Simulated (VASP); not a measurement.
Set up this calculation in VASP 6.6.1, as the native input.

* Task: single point
* Functional: PBE
* Potentials or basis: VASP PAW PBE potentials, release 64 (Hf_pv, N)
* Cutoff: 520 eV
* k mesh: 10 × 10 × 10
* Occupations: gaussian, width 0.022 eV
* Spin: no spin polarisation
* Further INCAR settings: ALGO = Normal; EDIFF = 1e-06

The structure of HfN lies in POSCAR:

```
HfN
1.0
    0.0000000000      2.2560000000      2.2560000000
    2.2560000000      0.0000000000      2.2560000000
    2.2560000000      2.2560000000      0.0000000000
Hf N
1 1
Direct
    0.0000000000      0.0000000000      0.0000000000
    0.5000000000      0.5000000000      0.5000000000
```

These files were run (other wordings do the same):

INCAR

```
SYSTEM = HfN
  PREC = Accurate
  ENCUT = 520
  EDIFF = 1E-6
  ISMEAR = 0
  SIGMA = 0.022
  LREAL = .False.
  LASPH = .True.
  NELM = 60
  ALGO = Normal
  ISIF = 2
  LWAVE = .False.
  LCHARG = .False.
  GGA = PE
```

KPOINTS

```
Automatic mesh
0
Gamma
  10 10 10
  0 0 0
```

Potentials or basis: VASP PAW PBE potentials, release 64 (Hf_pv, N).

Launch:

```sh
$ cat potpaw_PBE.64/Hf_pv/POTCAR potpaw_PBE.64/N/POTCAR > POTCAR
$ mpirun -np 1 vasp_std > vasp.out
```

Results of the run:

```json
{"Pressure": "4.2 GPa", "Band gap on the k mesh": "none (metal or under the smearing width)"}
```

Wall time 4.2 s on 1 thread of Intel(R) Xeon(R) 6975P-C (Granite Rapids), on a shared host, peak memory 0.14 GiB.
